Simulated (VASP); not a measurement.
# ZnSe (Stilleite) (F-43m) in VASP: further runs

One crystal, ZnSe (Stilleite), is run at these levels: PBE, r2SCAN; tasks: relaxation of the atoms, relaxation of cell and atoms.

All numbers are computed with VASP 6.6.1; they aren't measurements. Logs are shortened: lines on timing, memory, paths and dates and some standing lists are left out, and cuts for length are marked.

## (1) The structure

It takes space group F-43m (No. 216, cubic). The conventional cell has a = 5.668 Å, b = 5.668 Å, c = 5.668 Å, α = 90.00°, β = 90.00°, γ = 90.00°. Around Zn (site symmetry -43m) lie 4 Se at 2.45 Å. Around Se (site symmetry -43m) lie 4 Zn at 2.45 Å.

## (2) Relaxation of the atoms, PBE (a relaxed cell with its volume scaled by 1.04)

The input, INCAR:

```
SYSTEM = ZnSe
  ALGO = Normal
  EDIFF = 1E-7
  EDIFFG = -0.01
  ENCUT = 600
  GGA = PE
  IBRION = 2
  ISIF = 2
  ISMEAR = 0
  LASPH = .True.
  LCHARG = .False.
  LREAL = .False.
  LWAVE = .False.
  NELM = 80
  NSW = 40
  PREC = Accurate
  SIGMA = 0.03
```

The input, KPOINTS:

```
k-points
0
Gamma
  8 8 8
  0 0 0
```

The input, POSCAR:

```
ZnSe                                    
1.0
    0.0000000000      2.9072312588      2.9072312588
    2.9072312588      0.0000000000      2.9072312588
    2.9072312588      2.9072312588      0.0000000000
  Zn              Se            
     1     1
Direct
     1.0000000000000000    1.0000000000000000    1.0000000000000000
     0.2500000000000000    0.2500000000000000    0.2500000000000000
```

Potentials or basis: VASP PAW PBE potentials, release 64 (Zn, Se).

The run is started by

```console
$ cat potpaw_PBE.64/Zn/POTCAR potpaw_PBE.64/Se/POTCAR > POTCAR
$ mpirun -np 1 vasp_std > vasp.out
```

OUTCAR:

```text
SYSTEM = ZnSe
   EDIFF = 1E-7
   EDIFFG = -0.01
   ENCUT = 600
   GGA = PE
   IBRION = 2
   ISIF = 2
   ISMEAR = 0
   LASPH = .True.
   LREAL = .False.
   NELM = 80
   NSW = 40
   PREC = Accurate

 ion  position               nearest neighbor table
   1  0.000  0.000  0.000-   2 2.52   2 2.52   2 2.52   2 2.52
   2  0.250  0.250  0.250-   1 2.52   1 2.52   1 2.52   1 2.52

  LATTYP: Found a face centered cubic cell.
 ALAT       =     5.8144625176

  Lattice vectors:

 A1 = (   0.0000000000,   2.9072312588,   2.9072312588)
 A2 = (   2.9072312588,   0.0000000000,   2.9072312588)
 A3 = (   2.9072312588,   2.9072312588,   0.0000000000)

Analysis of symmetry for initial positions (statically):
=====================================================================
 Subroutine PRICEL returns:
 Original cell was already a primitive cell.

 Routine SETGRP: Setting up the symmetry group for a
 face centered cubic supercell.

 Subroutine GETGRP returns: Found 24 space group operations
 (whereof 24 operations were pure point group operations)
 out of a pool of 48 trial point group operations.

The static configuration has the point symmetry T_d .

Analysis of symmetry for dynamics (positions and initial velocities):
=====================================================================
 Subroutine PRICEL returns:
 Original cell was already a primitive cell.

 Routine SETGRP: Setting up the symmetry group for a
 face centered cubic supercell.

 Subroutine GETGRP returns: Found 24 space group operations
 (whereof 24 operations were pure point group operations)
 out of a pool of 48 trial point group operations.

The dynamic configuration has the point symmetry T_d .

 Subroutine INISYM returns: Found 24 space group operations
 (whereof 24 operations are pure point group operations),
 and found     1 'primitive' translations

----------------------------------------------------------------------------------------

                                     Primitive cell

  volume of cell :      49.1438

  direct lattice vectors                    reciprocal lattice vectors
     0.000000000  2.907231259  2.907231259    -0.171984942  0.171984942  0.171984942
     2.907231259  0.000000000  2.907231259     0.171984942 -0.171984942  0.171984942
     2.907231259  2.907231259  0.000000000     0.171984942  0.171984942 -0.171984942

  length of vectors
     4.111445875  4.111445875  4.111445875     0.297886658  0.297886658  0.297886658

  position of ions in fractional coordinates (direct lattice)
     0.000000000  0.000000000  0.000000000
     0.250000000  0.250000000  0.250000000

  ion indices of the primitive-cell ions
   primitive index   ion index
                 1           1
                 2           2

----------------------------------------------------------------------------------------

 KPOINTS: k-points

Automatic generation of k-mesh.
 Grid dimensions read from file:
 generate k-points for:    8    8    8

 Generating k-lattice:

  Cartesian coordinates                     Fractional coordinates (reciprocal lattice)
    -0.021498118  0.021498118  0.021498118     0.125000000  0.000000000  0.000000000
     0.021498118 -0.021498118  0.021498118     0.000000000  0.125000000  0.000000000
     0.021498118  0.021498118 -0.021498118     0.000000000  0.000000000  0.125000000

  Length of vectors
     0.037235832  0.037235832  0.037235832

  Shift w.r.t. Gamma in fractional coordinates (k-lattice)
     0.000000000  0.000000000  0.000000000

 Subroutine IBZKPT returns following result:
 ===========================================

 Found     29 irreducible k-points:

 Following reciprocal coordinates:
            Coordinates               Weight
  0.000000  0.000000  0.000000      1.000000
  0.125000  0.000000  0.000000      8.000000
  0.250000  0.000000  0.000000      8.000000
  0.375000  0.000000  0.000000      8.000000
  0.500000  0.000000  0.000000      4.000000
  0.125000  0.125000  0.000000      6.000000
[... 16 lines left out ...]
  0.500000  0.250000  0.125000     48.000000
 -0.375000  0.250000  0.125000     24.000000
 [... further k-points ...]
   k-points           NKPTS =     29   k-points in BZ     NKDIM =     29   number of bands    NBANDS=     13
   number of dos      NEDOS =    301   number of ions     NIONS =      2
   total plane-waves  NPLWV =  46656
   dimension x,y,z NGX =    36 NGY =   36 NGZ =   36
   dimension x,y,z NGXF=    72 NGYF=   72 NGZF=   72
   ions per type =               1   1
   NGX,Y,Z   is equivalent  to a cutoff of  14.56, 14.56, 14.56 a.u.
   NGXF,Y,Z  is equivalent  to a cutoff of  29.11, 29.11, 29.11 a.u.
 SYSTEM =  ZnSe
   PREC   = accura    normal or accurate (medium, high low for compatibility)
   ISTART =      0    job   : 0-new  1-cont  2-samecut
   ICHARG =      2    charge: 1-file 2-atom 10-const
   ISPIN  =      1    spin polarized calculation?
   LNONCOLLINEAR =      F non collinear calculations
   LSORBIT =      F    spin-orbit coupling
   LASPH  =      T    aspherical Exc in radial PAW
   ENCUT  =  600.0 eV  44.10 Ry    6.64 a.u.   8.21  8.21  8.21*2*pi/ulx,y,z
   NELM   =     80;   NELMIN=  2; NELMDL= -5     # of ELM steps
   EDIFF  = 0.1E-06   stopping-criterion for ELM
   LREAL  =      F    real-space projection
   EDIFFG = -.1E-01   stopping-criterion for IOM
   NSW    =     40    number of steps for IOM
   IBRION =      2    ionic relax: 0-MD 1-quasi-New 2-CG
   NFREE  =      1    steps in history (QN), initial steepest desc. (CG)
   ISIF   =      2    stress and relaxation
   ISYM   =      2    0-nonsym 1-usesym 2-fastsym
   POTIM  = 0.5000    time-step for ionic-motion
   TEBEG  =    0.0;   TEEND  =   0.0 temperature during run
   PSTRESS=    0.0 pullay stress
   NELECT =      18.0000    total number of electrons
   NUPDOWN=      -1.0000    fix difference up-down
   EMIN   =  10.00;   EMAX   =-10.00  energy-range for DOS
   EFERMI =   0.00;   METHOD = LEGACY
   ISMEAR =     0;   SIGMA  =   0.03  broadening in eV -4-tet -1-fermi 0-gaus
   EFERMI_NEDOS =   21; number of points for ismear=-14 and -15
   IALGO  =     38    algorithm
   IMIX   =      4    mixing-type and parameters
     AMIX     =   0.40;   BMIX     =  1.00
     AMIX_MAG =   1.60;   BMIX_MAG =  1.00
  volume/ion in A,a.u.               =      24.57       165.82
  Fermi-wavevector in a.u.,A,eV,Ry     =   1.171321  2.213477 18.667110  1.371994
  Thomas-Fermi vector in A             =   2.307767
   LORBIT       =      0    0 simple, 1 ext, 2 COOP (PROOUT), +10 PAW based schemes
   GGA     = PE    functional components
   LHFCALC =     F    Hartree Fock is set to
   AEXX    =    0.0000 exact exchange contribution
   IVDW    =     0    specifies the selected vdW correction
   LEPSILON=     F    determine dielectric tensor
   LRPA    =     F    only Hartree local field effects (RPA)
 conjugate gradient relaxation of ions
 non-spin polarized calculation
 Gauss-broadening in eV      SIGMA  =   0.03
  energy-cutoff  :      600.00
  volume of cell :       49.14
 maximum number of plane-waves:      1676
 NGX is ok and might be reduce to    36
   NGX = 17   NGY = 17   NGZ = 17

 number of electron      18.0000003 magnetization

 Free energy of the ion-electron system (eV)
  ---------------------------------------------------
  ext. energy  EPLUGINS =         0.00000000
  ---------------------------------------------------
  free energy    TOTEN  =        -6.02016388 eV

  energy without entropy =       -6.02016388  energy(sigma->0) =       -6.02016388

 E-fermi :   1.1626     XC(G=0):  -8.9756

 val. band max:        0.9850933129   @ k =   0.0000   0.0000   0.0000
 cond. band min:       1.9752994140   @ k =   0.0000   0.0000   0.0000
 fundamental gap:      0.9902061011
 Fermi energy:         1.1625510345

 k-point     1 :       0.0000    0.0000    0.0000
  band No.  band energies     occupation
      1     -11.8121      2.00000
      2      -5.3120      2.00000
      3      -5.3120      2.00000
      4      -5.3120      2.00000
      5      -5.0081      2.00000
      6      -5.0081      2.00000
      7       0.9851      2.00000
      8       0.9851      2.00000
      9       0.9851      2.00000
     10       1.9753      0.00000
     11       6.8001      0.00000
     12       6.8001      0.00000
     13       6.8001      0.00000

 k-point     2 :       0.1250    0.0000    0.0000
  band No.  band energies     occupation
      1     -11.7258      2.00000
      2      -5.3012      2.00000
      3      -5.2988      2.00000
      4      -5.2988      2.00000
      5      -5.0091      2.00000
      6      -5.0091      2.00000
      7      -0.2886      2.00000
      8       0.8535      2.00000
      9       0.8535      2.00000
     10       2.9815      0.00000
     11       6.6939      0.00000
     12       7.0290      0.00000
     13       7.0290      0.00000

 k-point     3 :       0.2500    0.0000    0.0000
  band No.  band energies     occupation
      1     -11.5035      2.00000
      2      -5.2698      2.00000
      3      -5.2698      2.00000
      4      -5.2407      2.00000
      5      -5.0077      2.00000
      6      -5.0077      2.00000
      7      -1.8734      2.00000
      8       0.5693      2.00000
      9       0.5693      2.00000
     10       3.5272      0.00000
     11       7.3410      0.00000
     12       7.3837      0.00000
     13       7.3837      0.00000
[... 305 lines left out ...]
 k-point    23 :       0.5000    0.2500    0.1250
  band No.  band energies     occupation
      1     -11.1267      2.00000
      2      -5.2263      2.00000
      3      -5.2050      2.00000
      4      -5.0816      2.00000
      5      -4.9968      2.00000
      6      -4.9454      2.00000
      7      -3.0559      2.00000
      8      -1.0355      2.00000
      9      -0.1405      2.00000
     10       4.9971      0.00000
     11       6.5232      0.00000
     12       7.6067      0.00000
     13       9.0402      0.00000

 k-point    24 :      -0.3750    0.2500    0.1250
  band No.  band energies     occupation
      1     -11.0369      2.00000
      2      -5.2205      2.00000
      3      -5.1941      2.00000
      4      -5.0300      2.00000
      5      -5.0013      2.00000
      6      -4.8328      2.00000
      7      -3.4945      2.00000
      8      -1.1692      2.00000
      9      -0.2972      2.00000
     10       4.9801      0.00000
     11       6.5845      0.00000
     12       8.1934      0.00000
     13       9.4045      0.00000

 [... further k-points ...]
[... 5 lines left out ...]
  --------------------------------------------------------------------------------------
  -------------------------------------------------------------------------------------
  Total       -0.6232832     -0.6232832     -0.6232832     -0.0000000     -0.0000000     -0.0000000
  in kB      -20.3201652    -20.3201652    -20.3201652     -0.0000000     -0.0000000     -0.0000000
  external PRESSURE =     -20.3201652 kB  Pullay stress =       0.0000000 kB

 VOLUME and BASIS-vectors are now :
 -----------------------------------------------------------------------------
  energy-cutoff  :      600.00
  volume of cell :       49.14
      direct lattice vectors                 reciprocal lattice vectors
     0.000000000  2.907231259  2.907231259    -0.171984942  0.171984942  0.171984942
     2.907231259  0.000000000  2.907231259     0.171984942 -0.171984942  0.171984942
     2.907231259  2.907231259  0.000000000     0.171984942  0.171984942 -0.171984942

 POSITION                                       TOTAL-FORCE (eV/Angst)
 -----------------------------------------------------------------------------------
      0.00000      0.00000      0.00000        -0.000000     -0.000000      0.000000
      1.45362      1.45362      1.45362         0.000000      0.000000     -0.000000
 -----------------------------------------------------------------------------------
    total drift:                                0.000000      0.000000      0.000000

  FREE ENERGIE OF THE ION-ELECTRON SYSTEM (eV)
  ---------------------------------------------------
  free  energy   TOTEN  =        -6.0201638825 eV

  energy  without entropy=       -6.0201638825  energy(sigma->0) =       -6.02016388

 reached required accuracy - stopping structural energy minimisation
```

Wall time 25 s (1 thread of Intel Xeon Platinum 8259CL at 2.50GHz (Skylake/Cascade Lake), shared host); peak memory 0.21 GiB.

Results:

```yaml
Free_energy: -6.0202 eV
Pressure_after_relaxing: -2.0 GPa
Band_gap_on_the_k_mesh: 0.99 eV, direct
```

Final structure:
```
Zn Se
1.0
     0.00000    2.90723    2.90723
     2.90723    0.00000    2.90723
     2.90723    2.90723    0.00000
Zn Se
1 1
Direct
  0.00000 0.00000 0.00000
  0.25000 0.25000 0.25000
```

Caveat: the relaxation stopped at its first step, so nothing moved.

## (3) Relaxation of the atoms, PBE (a relaxed cell with its volume scaled by 1.06)

INCAR is that of step 2.

KPOINTS is that of step 2.

The input, POSCAR:

```
ZnSe                                    
1.0
    0.0000000000      2.9257491546      2.9257491546
    2.9257491546      0.0000000000      2.9257491546
    2.9257491546      2.9257491546      0.0000000000
  Zn              Se            
     1     1
Direct
     1.0000000000000000    1.0000000000000000    1.0000000000000000
     0.2500000000000000    0.2500000000000000    0.2500000000000000
```

Potentials or basis: VASP PAW PBE potentials, release 64 (Zn, Se).

The run is started by

```console
$ cat potpaw_PBE.64/Zn/POTCAR potpaw_PBE.64/Se/POTCAR > POTCAR
$ mpirun -np 1 vasp_std > vasp.out
```

Run time: 23 s. Hardware: 1 thread of Intel Xeon Platinum 8259CL at 2.50GHz (Skylake/Cascade Lake), shared host; peak memory 0.21 GiB.

It converged, with:

- Free energy: -6.0057 eV
- Pressure after relaxing: -2.9 GPa
- Band gap on the k mesh: 0.92 eV, direct

Final structure:
```xyz
2
Lattice="0.0000 2.9257 2.9257 2.9257 0.0000 2.9257 2.9257 2.9257 0.0000" Properties=species:S:1:pos:R:3 pbc="T T T"
Zn    0.0000    0.0000    0.0000
Se    1.4629    1.4629    1.4629
```

Levels at points of the mesh, in eV from the valence-band top:
```tsv
k point	band 5	band 6	band 7	band 8	band 9	band 10	band 11	band 12	band 13
(0.00, 0.00, 0.00)	-5.96	-5.96	0.00	0.00	0.00	0.92	5.82	5.82	5.82
(0.50, 0.00, 0.00)	-5.94	-5.83	-4.65	-0.74	-0.74	2.37	6.38	6.38	8.27
(0.50, 0.50, 0.00)	-5.92	-5.81	-4.35	-1.86	-1.86	3.19	3.43	10.08	10.60
```

Caveat: the relaxation stopped at its first step, so nothing moved.

## (4) Relaxation of cell and atoms, r2SCAN

The input, INCAR:

```
PREC     = Accurate       # precision mode
ENCUT    = 600            # plane-wave cutoff, eV
EDIFF    = 1E-6           # SCF threshold, eV
ISMEAR   = 0              # smearing method
SIGMA    = 0.03           # smearing width, eV
LREAL    = False          # projectors in reciprocal space
LASPH    = True           # aspherical terms in the spheres
NELM     = 80             # most SCF steps
ALGO     = Normal         # electronic algorithm
ISIF     = 3              # what is computed and relaxed
LWAVE    = False          # write WAVECAR
LCHARG   = False          # write CHGCAR
METAGGA  = R2SCAN         # meta-GGA
LMIXTAU  = True         
IBRION   = 2              # ionic algorithm
NSW      = 90             # ionic steps
EDIFFG   = -0.01          # ionic threshold
```

The input, KPOINTS:

```
regular mesh
0
Gamma
  8 8 8
```

The input, POSCAR:

```
ZnSe
1.0
    0.0000000000      2.8338000000      2.8338000000
    2.8338000000      0.0000000000      2.8338000000
    2.8338000000      2.8338000000      0.0000000000
Zn Se
1 1
Direct
    0.0000000000      0.0000000000      0.0000000000
    0.2500000000      0.2500000000      0.2500000000
```

The run is started by

```console
$ cat potpaw_PBE.64/Zn/POTCAR potpaw_PBE.64/Se/POTCAR > POTCAR
$ mpirun -np 1 vasp_std > vasp.out
```

Wall time 30 s (1 thread of Intel Xeon 6975P-C (Granite Rapids), shared host); peak memory 0.19 GiB.

It converged, with:

- Free energy: -24.9107 eV
- Pressure after relaxing: 0.0 GPa
- Band gap on the k mesh: 1.87 eV, direct

Final structure:
```yaml
crystal:
  lattice:
    - [0.00000, 2.83380, 2.83380]
    - [2.83380, 0.00000, 2.83380]
    - [2.83380, 2.83380, 0.00000]
  atoms:
    - { symbol: Zn, position: [0.00000, 0.00000, 0.00000] }
    - { symbol: Se, position: [0.25000, 0.25000, 0.25000] }
```

Levels at points of the mesh, in eV from the valence-band top:
```tsv
k point	band 7	band 8	band 9	band 10	band 11	band 12
(0.00, 0.00, 0.00)	0.00	0.00	0.00	1.87	6.32	6.32
(0.50, 0.00, 0.00)	-5.30	-0.88	-0.88	3.05	6.87	6.87
(0.50, 0.50, 0.00)	-4.79	-2.23	-2.23	3.34	3.87	11.51
```

Caveat: the relaxation stopped at its first step, so nothing moved; the PAW data sets were made with another functional, which shifts forces and pressure a little. r2SCAN opens gaps a little over a GGA but as a rule still falls short of measured ones.

## (5) Overview

```tsv
task	level	cell	gap on the mesh (eV)	pressure (GPa)
relaxation of the atoms	PBE	atoms relaxed from: a relaxed cell with its volume scaled by 1.04	0.99	-2.0
relaxation of the atoms	PBE	atoms relaxed from: a relaxed cell with its volume scaled by 1.06	0.92	-2.9
relaxation of cell and atoms	r2SCAN	relaxed	1.87	0.0
```

Alike in all rows: potentials or basis VASP PAW PBE potentials, release 64 (Zn, Se); no spin polarisation; k mesh 8 × 8 × 8; cutoff (eV) 600; smearing gaussian 0.03 eV.

Caveats: the relaxation stopped at its first step, so nothing moved; the PAW data sets were made with another functional, which shifts forces and pressure a little (some runs).

Absolute energies hang on the potentials; compare differences alone.
